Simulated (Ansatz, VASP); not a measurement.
# AlN in VASP and in Ansatz

File INCAR:

```
PREC = Accurate
ENCUT = 520
EDIFF = 1E-6
ISMEAR = 0
SIGMA = 0.05
LREAL = False
LASPH = True
NELM = 60
ALGO = Normal
ISIF = 2
LWAVE = False
LCHARG = False
GGA = PE
NBANDS = 16
```

File KPOINTS:

```
Automatic mesh
0
Gamma
  12 12 6
```

The input POSCAR:

```
AlN
1.0
    3.0176720870      0.0000000000      0.0000000000
   -1.5088360435      2.6133806877      0.0000000000
    0.0000000000      0.0000000000      4.8286600000
Al N
2 2
Direct
    0.3333333333      0.6666666667      0.0000000000
    0.6666666667      0.3333333333      0.5000000000
    0.3333333333      0.6666666667      0.3850000000
    0.6666666667      0.3333333333      0.8850000000
```

Input for Ansatz:

```yaml
crystal:
  lattice:
    - [3.017672087, 0.0, 0.0]
    - [-1.5088360435, 2.6133806877, 0.0]
    - [0.0, 0.0, 4.82866]
  atoms:
    - { symbol: Al, position: [0.3333333333, 0.6666666667, 0.0] }
    - { symbol: Al, position: [0.6666666667, 0.3333333333, 0.5] }
    - { symbol: "N", position: [0.3333333333, 0.6666666667, 0.385] }
    - { symbol: "N", position: [0.6666666667, 0.3333333333, 0.885] }
basis:
  ecutwfc: 420
kpoints:
  mp_grid: { grid: [12, 12, 6] }
hamiltonian:
  xc: pbe
scf:
  occupations: { method: gaussian, width: 0.05 }
output:
  forces: true
  stress: true
  eigenvalues: true
```

Change from the starting cell: strain -0.030 along x and y, -0.030 along z, atoms carried along.

Alike in both runs: task single point; functional PBE; k mesh 12 × 12 × 6; occupations gaussian, width 0.05 eV; no spin polarisation.

```csv
,VASP,Ansatz
version,VASP 6.6.1,Ansatz 0.2.0
potentials or method,"VASP PAW PBE potentials, release 64 (Al, N)","scalar-relativistic, plane waves, PAW"
plane-wave cutoff (eV),520,420
valence electrons in the cell,16,16
```

```tsv
	VASP	Ansatz	Ansatz less VASP
gap on the k mesh at the Fermi level (eV)	4.99	4.98	-0.016
least direct gap on the mesh (eV)	4.99	4.98	-0.016
pressure (GPa)	26.6	26.8	+0.17
largest component of the traceless stress (GPa)	3.08	3.11	+0.022
rms of the force components (eV/Å)	0.108	0.106	-0.0012
```

Atom by atom the forces differ by 0.001 eV/Å (rms over components).

Caveats: so large a pressure means that the cell lies far from this level's equilibrium, or that cutoff or potentials fall short (VASP). A k mesh can miss the band edges.
